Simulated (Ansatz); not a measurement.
Theory: Ansatz, DFT PBE, scalar-relativistic, plane waves, PAW. Settings: cutoff 420 eV, Γ-centred meshes spaced at most about 0.3 Å⁻¹, and about 0.25 Å⁻¹ or finer for metals (2π included), Gaussian smearing. No spin polarisation in the final relaxations.

Temperature and zero-point effects are left out.

Compare these two cells of Al, each relaxed at this level.

A.

Space group P6_3/mmc (No. 194). a = 2.851 Å, b = 2.851 Å, c = 4.729 Å, α = 90.00°, β = 90.00°, γ = 120.00°
```tsv
atom	site	symmetry	x	y	z
Al	2d	-6m2	0.3333	0.6667	0.7500
```

B.

Space group Immm (No. 71). a = 2.804 Å, b = 5.558 Å, c = 8.932 Å, α = 90.00°, β = 90.00°, γ = 90.00°
| atom | site | symmetry | x | y | z |
| --- | --- | --- | --- | --- | --- |
| Al | 4g | m2m | 0.0000 | 0.7427 | 0.0000 |
| Al | 4j | mm2 | 0.0000 | 0.5000 | 0.7248 |

Task: Which is lower in energy, and by how much?

Result: A is lower, by 49 meV/atom. A has the hcp type, space group P6_3/mmc (No. 194), 16.6 Å³/atom and no gap on its mesh; B has space group Immm (No. 71), 17.4 Å³/atom and no gap. Counting all near atoms (those within 1.25 times the shortest distance at each site; a plus sign parts nearer from farther groups; a slash parts the counts of unlike sites), A has Al 12 and B has Al 10/8+4. The denser one is the lower, and pressure would at first widen the difference. In A, around Al lie 12 Al at 2.85–2.88 Å. In B, Al on a site of symmetry m2m is surrounded by 10 Al at 2.70–2.86 Å; Al on a site of symmetry mm2 is surrounded by 8 Al at 2.80–2.84 Å and 4 Al at 3.14 Å. Both come from invented guesses. The part of the Crystallography Open Database at hand lists Al in space groups No. 225, 229; no cell shown has one of them.

Cells relaxed within their symmetry can be saddle points. The P6_3/mmc cell of Al came from shaking the Immm one.

The preference for the hcp-type cell fits the bonding of aluminium, a nearly free-electron sp metal whose weakly directional bonds favour dense, even packing. In the Immm cell, one site has only 10 near neighbours, and the other has 8 with 4 more at a stretched 3.14 Å. Some of the remaining contacts shorten to 2.70 Å, as expected when fewer neighbours share the same valence electrons, but this evidently does not make up for the looser packing. The gap of 49 meV/atom is small on the scale of metallic cohesion, probably because both cells keep a similar electron-gas background and differ mainly in how the ions are arranged within it.

That the Immm cell gave way to the hcp type on shaking suggests that it is at best a shallow minimum. The ordering does not make hcp the ground state: aluminium is fcc under ordinary conditions, with the same number of nearest neighbours but a different stacking of close-packed layers, so the preference found here is for close packing over a more open arrangement.
